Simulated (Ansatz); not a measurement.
Write the native input for Ansatz 0.2.0 that does the following.

| Item | Value |
| --- | --- |
| Task | electron localisation function |
| Functional | PBE0 |
| Dispersion | D4 |
| Potentials or basis | PseudoDojo standard (PBE files) |
| Cutoff | 1116 eV |
| Density cutoff | 4463 eV |
| k mesh | 5 × 5 × 5 |
| Occupations | fermi-dirac, width 0.1 eV |
| Spin | no spin polarisation |

The system is ZrC.

```xyz
2
Lattice="0.0000 2.3650 2.3650 2.3650 0.0000 2.3650 2.3650 2.3650 0.0000" Properties=species:S:1:pos:R:3 pbc="T T T"
Zr    2.3650    2.3650    2.3650
C     0.0000    0.0000    0.0000
```

The input as run:

input.yaml

```yaml
crystal:
  lattice: { a: 4.73, b: 4.73, c: 4.73, alpha: 90.0, beta: 90.0, gamma: 90.0 }
  space_group: 225
  reduce_to_primitive: true
  atoms:
    - { symbol: Zr, wyckoff: "4b", position: [0.5, 0.0, 0.0] }
    - { symbol: C, wyckoff: "4a", position: [0.0, 0.0, 0.0] }
hamiltonian:
  xc: pbe0
  pseudopotentials: { kind: nc, accuracy: standard }
  dispersion: d4
kpoints:
  mp_grid: { grid: [5, 5, 5] }
scf:
  occupations: { method: fermi_dirac, width: 0.1 }
output:
  forces: true
  stress: true
  eigenvalues: true
  write_density: true
  write_potential: true
  elf: true
  volumetric_format: npy
```

Potentials or basis: PseudoDojo standard (PBE files).

The run is started by

```console
$ ansatz run input.yaml --threads 1 --pin off --max-ram 2560MiB --backend cpu --events-out ev --progress --plain --runs-dir out
```

Results of the run:

* Pressure: -7.0 GPa
* Band gap on the k mesh: none (metal or under the smearing width)

Caveat: the k mesh is coarse (spacing up to 0.46 Å⁻¹), so the values aren't converged, least of all with exact exchange; the potentials were made for another functional, which shifts forces and pressure; pairwise dispersion overbinds metals, which lowers pressure and volume; the thresholds are loose for stress.

Wall time 25 s on 1 thread of Arm Neoverse V1 (shared host), peak memory 0.77 GiB.
